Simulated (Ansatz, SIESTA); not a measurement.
## Mg: programs and potentials compared

```
Mg
1.0
     3.17683    0.00000    0.00000
    -1.58841    2.75121    0.00000
     0.00000    0.00000   10.31886
Mg
4
Direct
  0.66667 0.33333 0.75000
  0.00000 0.00000 0.50000
  0.33333 0.66667 0.25000
  0.00000 0.00000 0.00000
```

Alike in all runs: task band structure; functional LDA; k mesh 10 × 10 × 3; occupations fermi-dirac, width 0.05 eV; no spin polarisation; no spin-orbit coupling. LDA stands for any of its common fits. Pressure is positive in compression and, in plane waves, holds the error of the finite cutoff, which Ansatz's Pulay term estimates and takes out.

```tsv
program and potentials	plane-wave cutoff (eV)	notes	pressure (GPa)
Ansatz, Ansatz PAW	420	potentials made for PBE, which Ansatz adapts in part	-1.30
SIESTA, files PseudoDojo sr-lda-0.4.1-standard, DZP (energy shift 0.003 Ry; two zetas on semicore shells)	-	atomic basis	0.37
Ansatz, all-electron LAPW, scalar-relativistic	-	-	-1.27
```

The pressure spans -1.30 (Ansatz, Ansatz PAW) to 0.37 GPa (SIESTA, files PseudoDojo sr-lda-0.4.1-standard, DZP (energy shift 0.003 Ry; two zetas on semicore shells)), with all-electron results at -1.27. Rows in atomic bases carry the error of their basis and grid, which can be large.

The functional is the same throughout but for its coding, so the spread measures potentials, basis and numerics; runs on potential files found faulty are left out.
